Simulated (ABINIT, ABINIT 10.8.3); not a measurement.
# Working log: the lattice constant of rock-salt LiCl with ABINIT

*Notes of a novice, printed with their mistakes. Don't take the settings or the reasoning as a model; a review follows at the end.*

## Experimental context

The quantity is the cubic lattice constant a of lithium chloride, which has the rock-salt structure. The value I compare with is 5.13988 Å at room temperature, from a printed reference work on crystallographic data and neutron monochromator reference tables. It is a compiled value, and the method of measurement is not given with it. My starting cell is a diffraction structure from the Crystallography Open Database with a = 5.143 Å, so it is slightly larger than the reference value before I have calculated anything.

| compared with | measured | source's wording or label | T (K) | method |
| --- | --- | --- | --- | --- |
| a (Å) | 5.13988 | cubic a | room temperature | compiled value, method not stated |

Conditions are those given with the value in the passage it was taken from; "not stated" means there, and the paper may say more elsewhere.

## Aim and plan

I want to relax the two-atom cell and get a lattice constant that agrees with the table. My target is 0.01 Å. I chose it because it is a round number and the two experimental values I have are closer together than that. The calculation has no temperature in it and the measurement was made at room temperature, but a salt crystal is hard, so I will not worry about that.

I will use PBEsol, because I have read that it is made for solids. The plan is to begin with light settings, and if the number comes out wrong, to go to something more expensive until it is right.

System: LiCl, rock salt; Fm-3m (No. 225), 2 atoms in the primitive cell; the database structure is a diffraction structure: a = 5.143 Å; structure from the Crystallography Open Database.

## 1. PBEsol with a low cutoff

I start with PBEsol at a cutoff of 14 Ha and a 6x6x6 k mesh. The cell has only two atoms, so I think a small basis should be enough, and a low cutoff saves time. The relaxation starts from the diffraction cell, which is already nearly right, so I expect it to stay close to there.

**Run 1.** ABINIT 10.8.3: PBEsol, JTH PAW datasets, cell and atoms relaxed from the database structure, cutoff 14 Ha, 6x6x6 k mesh, Gaussian smearing 0.02 eV; PBE datasets.

Key lines of the input:
```
# potential files: JTH PAW datasets, made for PBE
ecut 14
pawecutdg 28
ecutsm 0.5
dilatmx 1.06
optcell 2
ionmov 2
ntime 50
tolmxf 5.0d-5
ixc -116133
ngkpt 6 6 6
shiftk 0.0 0.0 0.0
occopt 7
tsmear 0.02 eV
nband 10
nstep 80
tolvrs 1.0d-10
diemac 6
pseudos "Li.xml, Cl.xml"
ntypat 2
znucl 3 17
natom 2
typat 1 2
# ... acell, rprim, xred
```

Command:
```
OMP_NUM_THREADS=1 mpirun -n 4 abinit run.abi > run.log
```

Selected lines of the output:
```
 At Broyd/MD step   4, gradients are converged :
-Cartesian components of stress tensor (GPa)         [Pressure= -9.9442E-04 GPa]
            acell      6.7712878760E+00  6.7712878760E+00  6.7712878760E+00 Bohr
```

Converged; 7 s on 4 cores of Arm Neoverse V1, shared host.

| quantity | run 1 | measured | deviation |
| --- | --- | --- | --- |
| a (Å) | 5.0674 | 5.13988 | −0.0725 (−1.4 %) |
| conventional cell volume (Å³) | 130.13 |  |  |
| final pressure (GPa) | −0.00099 |  |  |

The lattice constant came out at 5.0674 Å, which is 0.0725 Å too short and far outside my 0.01 Å. The run says the gradients are converged and the pressure is practically zero, so I take it that the cutoff is fine. I think the relaxation slid down into a cell that is too small and stopped there because the forces had vanished.

## 2. Starting from a larger cell

If the cell got stuck on the small side, I should let it come from the large side. I will stretch the starting lattice vectors by a factor of 1.04 and allow at most 3 ionic steps, so that it has no time to slide down too far again. I also set the cutoff to 20 Ha, since a better setting cannot hurt. I expect it to stop somewhere near 5.14 Å.

**Run 2.** ABINIT 10.8.3: PBEsol, JTH PAW datasets, cell and atoms relaxed from the database structure, cutoff 20 Ha, 6x6x6 k mesh, Gaussian smearing 0.02 eV; started from lattice vectors 1.04 times the database's, at most 3 ionic steps; PBE datasets.

Key lines of the input, as changed from run 1:
```diff
- ecut 14
- pawecutdg 28
+ ecut 20
+ pawecutdg 40
- ntime 50
+ ntime 3
- # ... acell, rprim, xred
+ rprim
+   0.00000000 2.67436000 2.67436000
+   2.67436000 0.00000000 2.67436000
+   2.67436000 2.67436000 0.00000000
+ # ... xred
```

Selected lines of the output:
```
     iter   Etot(hartree)      deltaE(h)  residm     nres2
 ETOT  9  -22.687605171996    -1.897E-10 1.968E-04 2.267E-09
 ETOT 10  -22.687605172030    -3.442E-11 8.360E-07 3.288E-10
 ETOT 11  -22.687605172038    -7.780E-12 1.413E-07 3.212E-11
  ntime=    3 was not enough Broyd/MD steps to converge gradients:
-Cartesian components of stress tensor (GPa)         [Pressure=  1.9619E+00 GPa]
            acell      6.6673258255E+00  6.6673258255E+00  6.6673258255E+00 Bohr
            rprim      0.0000000000E+00  7.0710678119E-01  7.0710678119E-01
                       7.0710678119E-01  0.0000000000E+00  7.0710678119E-01
                       7.0710678119E-01  7.0710678119E-01  0.0000000000E+00
```

Not converged; 7.2 s, same machine.

This run did not converge: 3 steps were not enough for the gradients. The cell also did not stop near 5.14 Å on its way down. The last acell is 6.667 Bohr, smaller than the 6.771 Bohr of the first run, although I started from a much larger cell. The pressure is 1.96 GPa, and I read this as the crystal being pressed together, which would explain why it keeps shrinking. The energy lines look good, with changes far down in the decimals, so the calculation itself seems fine and only the gradient criterion is in the way.

## 3. A looser force criterion

Since the gradients are what failed, I will make the criterion easier to meet and set tolmxf to 0.01 Ha/bohr. I also stretch the start by only 1.02 this time, so that the cell does not build up so much speed on the way in. I expect this to converge, and the lattice constant to come out larger than in the first run.

**Run 3.** ABINIT 10.8.3: PBEsol, JTH PAW datasets, cell and atoms relaxed from the database structure, cutoff 20 Ha, 6x6x6 k mesh, Gaussian smearing 0.02 eV; started from lattice vectors 1.02 times the database's, tolmxf 0.01 Ha/bohr; PBE datasets.

Key lines of the input, as changed from run 2:
```diff
- ntime 3
- tolmxf 5.0d-5
+ ntime 50
+ tolmxf 1.0d-2
  rprim
-   0.00000000 2.67436000 2.67436000
-   2.67436000 0.00000000 2.67436000
-   2.67436000 2.67436000 0.00000000
+   0.00000000 2.62293000 2.62293000
+   2.62293000 0.00000000 2.62293000
+   2.62293000 2.62293000 0.00000000
```

Selected lines of the output:
```
 At Broyd/MD step   2, gradients are converged :
-Cartesian components of stress tensor (GPa)         [Pressure= -2.7825E+00 GPa]
            acell      6.9885599123E+00  6.9885599123E+00  6.9885599123E+00 Bohr
            rprim      0.0000000000E+00  7.0710678119E-01  7.0710678119E-01
                       7.0710678119E-01  0.0000000000E+00  7.0710678119E-01
                       7.0710678119E-01  7.0710678119E-01  0.0000000000E+00
```

Converged; 6.1 s, same machine.

| quantity | run 3 | measured | deviation |
| --- | --- | --- | --- |
| a (Å) | 5.2300 | 5.13988 | +0.0901 (+1.8 %) |
| conventional cell volume (Å³) | 143.06 |  |  |
| final pressure (GPa) | −2.7825 |  |  |

This time it converged, after only 2 steps, and the lattice constant is larger than in the first run, as I wanted. At 5.2300 Å it is now too long by 0.0901 Å. The pressure is −2.7825 GPa, but the gradients are converged, so I count this as a finished result.

I now have two converged PBEsol results, one below the measured value and one above it. I conclude that PBEsol has two stable cells for LiCl and that the start decides which one comes out. A functional that does this is no use to me for a lattice constant.

## 4. Changing to BLYP

I will change the functional to BLYP. I know the name from molecular chemistry, where it is used a lot, and LiCl is a simple compound, so it should manage here too. I keep 20 Ha and go back to the unstretched diffraction cell and the strict force criterion, because the stretching only led me to the second cell. I expect a single answer between the two PBEsol ones, close to 5.14 Å.

**Run 4.** ABINIT 10.8.3: BLYP, JTH PAW datasets, cell and atoms relaxed from the database structure, cutoff 20 Ha, 6x6x6 k mesh, Gaussian smearing 0.02 eV; PBE datasets.

Key lines of the input, as changed from run 1:
```diff
- ecut 14
- pawecutdg 28
+ ecut 20
+ pawecutdg 40
- ixc -116133
+ ixc -106131
```

Selected lines of the output:
```
 At Broyd/MD step   5, gradients are converged :
            acell      6.9906546622E+00  6.9906546622E+00  6.9906546622E+00 Bohr
```

Converged; 11 s, same machine.

| quantity | run 4 | measured | deviation |
| --- | --- | --- | --- |
| a (Å) | 5.2316 | 5.13988 | +0.0917 (+1.8 %) |
| conventional cell volume (Å³) | 143.19 |  |  |
| final pressure (GPa) | −0.00100 |  |  |

BLYP gives 5.2316 Å, too long by 0.0917 Å, so it did not land between the two PBEsol results. It is only 0.0016 Å away from the second of them, though. Two different functionals agreeing this well cannot be chance, so I now believe that the large cell is the real answer of the theory and that the small one from my first run was the faulty one. PBEsol is therefore better than I thought.

That leaves the question of why both are too long by the same amount. It must come from something the two runs share.

## 5. A smaller k mesh

The k mesh has been 6x6x6 in every run, so I suspect it. I will go back to PBEsol at 20 Ha and use 2x2x2. With only two atoms in the cell there cannot be much to sample, and it will be quicker as well. I start from the diffraction cell with the strict force criterion. If the mesh is what makes the cell too long, the lattice constant should now come down from 5.23 Å towards the measured value.

**Run 5.** ABINIT 10.8.3: PBEsol, JTH PAW datasets, cell and atoms relaxed from the database structure, cutoff 20 Ha, 2x2x2 k mesh, Gaussian smearing 0.02 eV; PBE datasets.

Key lines of the input, as changed from run 4:
```diff
- ntime 50
+ ntime 30
- ixc -106131
- ngkpt 6 6 6
+ ixc -116133
+ ngkpt 2 2 2
- nstep 80
+ nstep 60
```

Command:
```
OMP_NUM_THREADS=1 mpirun -n 3 abinit run.abi > run.log
```

Selected lines of the output:
```
 At Broyd/MD step   7, gradients are converged :
-Cartesian components of stress tensor (GPa)         [Pressure= -5.4700E-05 GPa]
            acell      7.1357690478E+00  7.1357690478E+00  7.1357690478E+00 Bohr
```

Converged; 7.3 s on 3 cores of Arm Neoverse V1, shared host.

| quantity | run 5 | measured | deviation |
| --- | --- | --- | --- |
| a (Å) | 5.3402 | 5.13988 | +0.2003 (+3.9 %) |
| conventional cell volume (Å³) | 152.29 |  |  |
| final pressure (GPa) | −0.00005 |  |  |

The cell did not come down. It went up to 5.3402 Å, which is 0.2003 Å too long and the worst value so far. The pressure is the closest to zero of all my runs, so I cannot blame the relaxation, and I take this as the best-converged PBEsol result I have. The large cell is then even larger than I thought, and the 5.2300 Å from before had simply not finished growing.

My conclusion is that the k mesh is not the fault. The ions do not attract each other enough in these functionals, and the better the run converges, the more this shows.

## 6. Adding dispersion to pull the cell together

If attraction is missing, I should add some. D3(BJ) is a dispersion correction, and dispersion is attractive, so it should shorten the lattice constant. I will use it with PBE, at 20 Ha and with the 6x6x6 mesh again, because a more complete method deserves the bigger mesh. I expect the correction to take away most of the 0.2 Å and bring me close to 5.14 Å.

**Run 6.** ABINIT 10.8.3: PBE+D3(BJ), JTH PAW datasets, cell and atoms relaxed from the database structure, cutoff 20 Ha, 6x6x6 k mesh, Gaussian smearing 0.02 eV.

Key lines of the input, as changed from run 4:
```diff
- ixc -106131
+ vdw_xc 7
```

Selected lines of the output:
```
 At Broyd/MD step   4, gradients are converged :
            acell      6.7434923394E+00  6.7434923394E+00  6.7434923394E+00 Bohr
```

Converged; 10 s on 4 cores of Arm Neoverse V1, shared host.

| quantity | run 6 | measured | deviation |
| --- | --- | --- | --- |
| a (Å) | 5.0466 | 5.13988 | −0.0933 (−1.8 %) |
| conventional cell volume (Å³) | 128.53 |  |  |
| final pressure (GPa) | −0.00450 |  |  |

The correction does pull the cell together, but much too hard. The lattice constant is now 5.0466 Å, too short by 0.0933 Å. Compared with the 5.3402 Å of the run before, the dispersion has taken away 0.2936 Å, where I needed only about 0.2 Å. So I was right that attraction was missing, and D3(BJ) simply has too much of it for LiCl.

## 7. LDA without a correction

I cannot see how to turn the dispersion down to two thirds, so I will leave it out and try LDA. It is the simplest functional, and I think an ionic salt with two atoms does not need more than that. Without the extra attraction the cell should open up again, but I do not expect it to go as far as 5.34 Å. I expect LDA to end between the last two results, which is where the measured value lies. I keep 20 Ha and the 6x6x6 mesh.

**Run 7.** ABINIT 10.8.3: LDA, JTH PAW datasets, cell and atoms relaxed from the database structure, cutoff 20 Ha, 6x6x6 k mesh, Gaussian smearing 0.02 eV.

Key lines of the input, as changed from run 4:
```diff
- # potential files: JTH PAW datasets, made for PBE
+ # potential files: JTH PAW datasets, made for LDA
- ixc -106131
```

Selected lines of the output:
```
 At Broyd/MD step   5, gradients are converged :
-Cartesian components of stress tensor (GPa)         [Pressure= -1.2047E-03 GPa]
            acell      6.6483044263E+00  6.6483044263E+00  6.6483044263E+00 Bohr
```

Converged; 10 s, same machine.

| quantity | run 7 | measured | deviation |
| --- | --- | --- | --- |
| a (Å) | 4.9754 | 5.13988 | −0.1645 (−3.2 %) |
| conventional cell volume (Å³) | 123.16 |  |  |
| final pressure (GPa) | −0.00120 |  |  |

LDA gives 4.9754 Å, which is 0.1645 Å too short. It did not end between the last two results but below both of them, so the cell closed up further when I had expected it to open. LDA must contain even more attraction than D3(BJ) does, although no dispersion was switched on. The run converged and the pressure is close to zero, so I have no reason to distrust the number.

I do not know what to change next. Some of my cells are too large and some too small, and none is within my 0.01 Å.

## Overview

| run | settings | a (Å) | deviation | cost | status |
| --- | --- | --- | --- | --- | --- |
| 1 | PBEsol, cutoff 14 Ha, 6x6x6 k mesh, PBE datasets | 5.0674 | −0.0725 (−1.4 %) | under 1 core-min |  |
| 2 | PBEsol, 6x6x6 k mesh, started from lattice vectors 1.04 times the database's, at most 3 ionic steps, PBE datasets | – |  | under 1 core-min | not converged |
| 3 | PBEsol, 6x6x6 k mesh, started from lattice vectors 1.02 times the database's, tolmxf 0.01 Ha/bohr, PBE datasets | 5.2300 | +0.0901 (+1.8 %) | under 1 core-min |  |
| 4 | BLYP, cutoff 20 Ha, 6x6x6 k mesh, PBE datasets | 5.2316 | +0.0917 (+1.8 %) | under 1 core-min |  |
| 5 | PBEsol, cutoff 20 Ha, 2x2x2 k mesh, PBE datasets | 5.3402 | +0.2003 (+3.9 %) | under 1 core-min |  |
| 6 | PBE+D3(BJ), cutoff 20 Ha, 6x6x6 k mesh | 5.0466 | −0.0933 (−1.8 %) | under 1 core-min |  |
| 7 | LDA, cutoff 20 Ha, 6x6x6 k mesh | 4.9754 | −0.1645 (−3.2 %) | under 1 core-min |  |
|  | measured | 5.13988 |  |  |  |

## Where I got to

None of my runs came within 0.01 Å of the measured 5.13988 Å. The closest is the very first one, PBEsol at 14 Ha, with 5.0674 Å, which is 0.0725 Å too short. Halfway through I had decided that this was the faulty cell, but everything I tried afterwards ended further away, so I am going back to it and will enter 5.0674 Å as my result. It seems that the low cutoff suits LiCl and that going up to 20 Ha only made things worse.

I still believe that PBEsol has a small cell and a large one for this salt, and that the large one grows the better the run converges. Why dispersion then pulls the cell too far together, and LDA even further without any dispersion, I cannot explain. I think these functionals are too simple for LiCl. If I come back to it, I will take a hybrid functional, which is more expensive and should put the lattice constant right with the same settings.

## Reviewer's comments

Further runs made for the review:

| reviewer's run | settings | a (Å) | deviation | cost |
| --- | --- | --- | --- | --- |
| R1 | PBEsol, cutoff 20 Ha, 6x6x6 k mesh, PBE datasets | 5.0716 | −0.0683 (−1.3 %) | under 1 core-min |
| R2 | PBEsol, cutoff 26 Ha, 6x6x6 k mesh, PBE datasets | 5.0718 | −0.0681 (−1.3 %) | under 1 core-min |
| R3 | PBE, cutoff 20 Ha, 6x6x6 k mesh | 5.1579 | +0.0180 (+0.4 %) | under 1 core-min |
|  | measured | 5.13988 |  |  |

The 0.01 Å target is arbitrary: neither the functionals nor a static calculation can promise it against a room-temperature value. LiCl isn't hard in the sense assumed, and thermal and zero-point expansion together add roughly 0.06 Å.

Run 1 hadn't slid into a wrong cell: vanishing stress marks the minimum. It doesn't test the cutoff, though. Raising that to 20 Ha gives 5.0716 Å (R1) and to 26 Ha 5.0718 Å (R2), so 14 Ha cost only 0.004 Å. Each check takes under a core-minute.

Run 2 was rightly called unconverged, but a step limit mustn't choose the lattice constant. Its positive pressure pushes the cell outwards; the relaxation had overshot through too long a step, not by building up speed, which this minimiser doesn't have. Well-converged energies show only that the electronic part was finished.

Run 3 "converged" because its force criterion was loosened. The remaining −2.7825 GPa meant that the cell still wanted to shrink. With the strict criterion, R1 settles 0.158 Å lower, so there is no evidence of a second stable cell.

Run 4's agreement with run 3 is therefore chance, and there was no shared error to seek. BLYP is known to make many solids too large, and PBE datasets are a further compromise for it, as they are, probably less seriously, for PBEsol.

Run 5 contains the costliest mistake. A small cell needs more k points, not fewer, and the 2x2x2 mesh alone lengthens the lattice constant by 0.269 Å relative to R1. The notebook clears the mesh of blame just when it is at fault; near-zero pressure cannot reveal this. Nor does the result show missing attraction or a cell that grows with better convergence.

Run 6 is soundly converged but compared with the wrong run: functional, mesh and dispersion all changed. Against plain PBE (R3, 5.1579 Å), D3(BJ) shortens the lattice constant by 0.111 Å, not 0.2936 Å. It does overshoot here, but by less than the table suggests once expansion is allowed for.

Run 7 rightly uses LDA datasets. Its short lattice constant is LDA's familiar overbinding, not a stronger dispersion correction. The expectation that it would land higher rested on run 5.

The final choice of run 1 is close to the PBEsol answer at a converged cutoff, but was made for the wrong reason: 20 Ha doesn't worsen the result. A hybrid with "the same settings" would cure neither a poor mesh nor the neglect of temperature, and would cost far more.

I trust R1 most for PBEsol, because its cutoff is checked by R2 and its relaxation is strict. It is 0.068 Å, or 1.3 %, below the measurement, and expansion plausibly explains most of that. R3 is nearest, only 0.018 Å too long, but its closeness is partly a cancellation: adding expansion would take it further away. The measured value is credible, but it isn't a static lattice constant. Once expansion is allowed for, sound PBEsol simulation matches it well.

[Logs are printed without paths, hosts, clocks, repeated set-up lines and the standing remarks that a program may print on its own settings, such as how far it seeks lower states.]

[The runs shown are a pick from a larger set of finished runs; failed, doubtful and other runs were left out of it ahead of writing. So were measured values far from every level or from commonly accepted values, and agreement can look better than it is. Lines of input and output are excerpts and may be shortened.]
